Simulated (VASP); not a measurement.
Input of a VASP 6.6.1 run:

run.py

```python
from ase.calculators.vasp import Vasp
from ase.io import read

atoms = read('W.cif')
atoms.set_initial_magnetic_moments([0.5])
calc = Vasp(
    directory='calc',
    xc='r2scan',
    pp='PBE',
    setups='materialsproject',
    prec='Accurate',
    encut=600,
    ediff=1e-06,
    ismear=0,
    sigma=0.05,
    lreal=False,
    lasph=True,
    nelm=60,
    algo='Normal',
    isif=3,
    lwave=False,
    lcharg=False,
    ispin=2,
    lorbit=11,
    nupdown=2,
    lmaxmix=4,
    lmixtau=True,
    ibrion=2,
    nsw=40,
    ediffg=-0.01,
    kpts=[12, 12, 12],
    gamma=True,
)
atoms.calc = calc

print('energy (eV):', atoms.get_potential_energy())
print('free energy (eV):', atoms.get_potential_energy(force_consistent=True))
print('forces (eV/A):')
print(atoms.get_forces())
print('stress (eV/A^3, Voigt):', atoms.get_stress())
print('Fermi level (eV):', calc.get_fermi_level())
print('moment (muB):', atoms.get_magnetic_moment())
print('site moments (muB):', atoms.get_magnetic_moments())
print('cell (A, degrees):', atoms.cell.cellpar())
print('volume (A^3):', atoms.get_volume())
print('scaled positions:')
print(atoms.get_scaled_positions())
```

File W.cif:

```cif
data_W
_cell_length_a 2.74070194
_cell_length_b 2.74070194
_cell_length_c 2.74070194
_cell_angle_alpha 109.47122063
_cell_angle_beta 109.47122063
_cell_angle_gamma 109.47122063
_space_group_name_H-M_alt 'P1'
_space_group_name_Hall 'P 1'
_space_group_IT_number 1
loop_
_space_group_symop_operation_xyz
'x,y,z'
loop_
_atom_site_label
_atom_site_type_symbol
_atom_site_symmetry_multiplicity
_atom_site_Wyckoff_symbol
_atom_site_fract_x
_atom_site_fract_y
_atom_site_fract_z
_atom_site_occupancy
W1 W 1 a 0.0000000000 0.0000000000 0.0000000000 1
```

Potentials or basis: VASP PAW PBE potentials, release 64 (W_sv).

Run with:

```bash
$ python run.py
```

Q: Estimate the space group after relaxing (to 0.05 Å).

A: Im-3m (No. 229).

Q: What does it give for the relaxed volume?

A: 17.60 Å³/atom.

Step by step:
```csv
step,energy change (eV),largest force (eV/Å),pressure (GPa),volume (Å³)
1,0.0000,0.0000,30.34,15.85
2,0.7639,0.0000,-36.29,23.78
3,-0.1494,0.0000,-2.79,17.83
4,-0.1513,0.0000,-0.40,17.64
5,-0.1514,0.0000,0.08,17.60
```

Caveat: the moment is held away from its start; the PAW data sets were made with another functional, which shifts forces and pressure a little; the volume moved by +11 % from the deposited cell, more than functionals usually miss; the total moment is fixed, so each spin has its own Fermi level. Zero-point motion and thermal expansion aren't in these numbers.
